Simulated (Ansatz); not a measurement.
Crystal: Si2Ni.

```xyz
3
Lattice="0.0000 2.6289 2.6289 2.6289 0.0000 2.6289 2.6289 2.6289 0.0000" Properties=species:S:1:pos:R:3 pbc="T T T"
Ni    0.0000    0.0000    0.0000
Si    3.9434    3.9434    3.9434
Si    1.3145    1.3145    1.3145
```

The cell isn't the ideal one: volume scaled by 0.92.

| Item | Value |
| --- | --- |
| Program | Ansatz 0.2.0 |
| Task | relaxation of cell and atoms |
| Functional | r2SCAN |
| Dispersion | rVV10 |
| Potentials or basis | Ansatz PAW |
| Cutoff | 500 eV (not typed: the program's choice for these potentials) |
| k mesh | 9 × 9 × 9 |
| Occupations | gaussian, width 0.02 eV |
| Spin | collinear spin, ferromagnetic start |
| Starting moments | [1.0, 0.0, 0.0] μB |
| Hubbard terms | Ni d U = 6 eV |

At the start: volume 12.11 Å³/atom.

Q: How do energy, volume and symmetry change on relaxing?

A: It ends after 7 steps and the volume is 12.84 Å³/atom (+6.0 %); space group Fm-3m (No. 225, to 0.05 Å); moment 0.00 μB per cell.

The path:
```tsv
step	energy change (eV)	largest force (eV/Å)	volume (Å³)
1	0.0000	0.0000	36.34
2	-0.0502	0.0000	37.39
3	-0.0658	0.0000	38.31
4	-0.0664	0.0000	38.49
5	-0.0664	0.0000	38.53
6	-0.0650	0.0000	38.53
7	-0.0650	0.0000	38.53
```

Final structure:
```
CELL_PARAMETERS angstrom
0.00000 2.68069 2.68069
2.68069 0.00000 2.68069
2.68069 2.68069 0.00000
ATOMIC_POSITIONS crystal
Ni 0.00000 0.00000 0.00000
Si 0.75000 0.75000 0.75000
Si 0.25000 0.25000 0.25000
```

Caveat: the magnetic or orbital state may not be the lowest; the plane-wave basis is chosen anew once the cell has moved, so the energies of steps on either side of that aren't comparable; the PAW data sets come from PBE, with cores solved anew for the run's functional, which leaves a small shift of forces and pressure; the U is typed as a test and isn't derived for this compound; the starting moments weren't kept.
